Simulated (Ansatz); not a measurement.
**Ansatz 0.2.0, single run: BaTiO$_{3}$**

The command:

```bash
ansatz run input.yaml --threads 1 --pin off --max-ram 2560MiB --backend cpu --events-out ev --progress --plain --runs-dir out
```

input.yaml:

```yaml
crystal:
  lattice:
    - [4.01412886, 0.0, 0.0]
    - [0.01099912, 4.01410881, 0.0]
    - [0.01099912, 0.01096904, 4.01409878]
  atoms:
    - { symbol: Ba, position: [0.0, 0.0, 0.0] }
    - { symbol: Ti, position: [0.4847, 0.4847, 0.4847] }
    - { symbol: O, position: [0.5088, 0.5088, 0.0183] }
    - { symbol: O, position: [0.0183, 0.5088, 0.5088] }
    - { symbol: O, position: [0.5088, 0.0183, 0.5088] }
  symmetry: { tolerance: 0.0003 }
kpoints:
  mp_grid: { grid: [5, 5, 5], shift: [0, 0, 0] }
magnetization:
  spin_polarized: false
scf:
  occupations: { method: tetrahedron }
  mixing: { preconditioner: resta }
hamiltonian:
  pseudopotentials: { kind: paw }
  xc: pbe
  hubbard: { sites: [{ species: Ti, l: d, u_eff: 5.0 }], double_counting: fll }
basis:
  ecutwfc: 420
output:
  forces: true
  stress: true
  eigenvalues: true
```

Origin of the cell: a database entry, scaled a little.

Output (shortened):

```
Warning: output.forces, output.stress, relax.cell or npt_langevin: where a Kohn–Sham band that disperses or a degenerate level is filled in part under the method tetrahedron, the forces or th […]
Warning: crystal.lattice misses the space group found at crystal.symmetry.tolerance 3.0e-4 in a digit that the deck types, which is why this is a warning: making the lattice exact moves one o […]
Ba: projections on atomic orbitals take those of the free atom [Kr 4d10] 5s2 5p6 6s2, of charge +0.00 (hamiltonian.pseudopotentials.projection_atoms); the dataset's partial waves leave at mos […]
Ti: projections on atomic orbitals take those of the free atom [Ne] 3s2 3p6 3d2 4s2, of charge +0.00 (hamiltonian.pseudopotentials.projection_atoms); the dataset's partial waves leave at most […]
O: projections on atomic orbitals take those of the free atom [He] 2s2 2p4, of charge +0.00 (hamiltonian.pseudopotentials.projection_atoms); the dataset's partial waves leave at most 1.9e-8 o […]
band count auto-derived: 26 (N_el = 40.0; filled up to band 20; 25 by the electrons, moments and atoms)
Pseudopotentials: kind: paw
Pseudopotential: Ba, paw, valence charge 10, recommended cutoff 420 eV (normal), Ba.paw.azcp
Pseudopotential: Ti, paw, valence charge 12, recommended cutoff 420 eV (normal), Ti.paw.azcp
Pseudopotential: O, paw, valence charge 6, recommended cutoff 420 eV (normal), O.paw.azcp
Functional definition: PBE
  exchange = pbe_x(kappa = kappa, mu = beta*pi^2/3)
[… 13 lines left out …]
Initial density: superposition of atomic densities (chi_scale 0.1, normalization cell, long waves kept (reshape's long-wave potential 0.00 eV rms))
Functional: x = pbe(κ = 0.804, μ = 0.219515), c = pbe(β = 0.066725)
SCF iter   1: F=—  HF=-10156.014530 eV  Δρ=6.19e-2  dr2=3.58e0
SCF iter   2: F=—  HF=-10155.330903 eV  Δρ=3.32e-2  dr2=6.51e-1  defer=33
SCF iter   3: F=—  HF=-10155.258511 eV  Δρ=1.48e-2  dr2=1.80e-1  defer=33
SCF iter   4: F=—  HF=-10155.250338 eV  Δρ=6.91e-3  dr2=2.73e-2  defer=33
SCF iter   5: F=—  HF=-10155.251318 eV  Δρ=1.63e-3  dr2=1.60e-3  defer=30
SCF iter   6: F=—  HF=-10155.251862 eV  Δρ=3.48e-4  dr2=6.90e-5  defer=30
SCF iter   7: F=—  HF=-10155.251909 eV  Δρ=6.44e-5  dr2=1.99e-6  defer=30
SCF iter   8: F=—  HF=-10155.251912 eV  Δρ=1.43e-5  dr2=2.02e-7  defer=30
SCF iter   9: F=-10155.251912 eV  HF=-10155.251912 eV  Δρ=3.23e-6  dr2=7.64e-9
SCF 1 converged in 9 iterations: F = -10155.251912 eV  dr2 = 7.64e-9
SCF converged after 9 iterations
Stability not checked: this state was not tested for a lower state beside it, because cold or Methfessel-Paxton smearing, or corrected tetrahedra, fill the levels in a way that the test cannot read (fill_not_monotonic; […]
Free energy (F): -10155.251912 eV
Harris-Foulkes:  -10155.251912 eV  (|F-HF|=3.08e-9)
Internal energy: -10155.251912 eV  (E = F + TS)
E sigma→0 (E₀):  -10155.251912 eV
Fermi energy:    10.229982 eV
--- Per-component energies (eV) ---
  E_band       = -146.925560
  E_kinetic    = 971.346230
  E_local      = -2121.712739  (includes V_loc(G=0)·N_el)
  E_nonlocal   = 202.141514
  E_hartree    = 826.705579
  E_xc         = -492.114446
  E_vxc        = -546.955292  (∫ρ·V_xc dr)
  E_hubbard    = 4.177870  (on-site DFT+U / exact-exchange correction)
  E_vhub       = 2.917510  (the Hubbard potential's part of the band-sum identity)
  E_paw        = -6744.062124  (= ΣΔE_a)
  E_vpaw       = -308.082507  (= ΣTr[D̂ρ^β])
  E_aug_tail   = 0.007301  (compensation charges beyond the density's cutoff)
  E_ewald      = -2801.741098
  E_smearing   = -0.000000  (= −TS)
  Σ components = -10155.251912   (vs F -10155.251912, Δ=0.00e0)
--- Forces (eV/Å), atoms counted from 1 ---
  atom   1  Ba    -0.089135    -0.088891    -0.088648
  atom   2  Ti     0.360958     0.359970     0.358988
  atom   3  O      0.036503     0.036403    -0.345024
  atom   4  O     -0.344822     0.037448     0.037346
  atom   5  O      0.036503    -0.344923     0.037346
  max |Σ_I F_I| component: 7.43e-6 eV/Å
--- Stress (GPa, compression-positive) ---
        5.631090      -0.071734      -0.071538
       -0.071734       5.631483      -0.071342
       -0.071538      -0.071342       5.631873
  P = ⅓ Tr σ = 5.6315 GPa (56.315 kbar)
Occupation matrices written to <dir>
```

Caveats: forces and stress under tetrahedra may miss the slope of the energy.

Time: 6.3 s on 1 thread of Arm Neoverse V2 (shared host), peak memory 0.43 GiB, from the program's own first density.
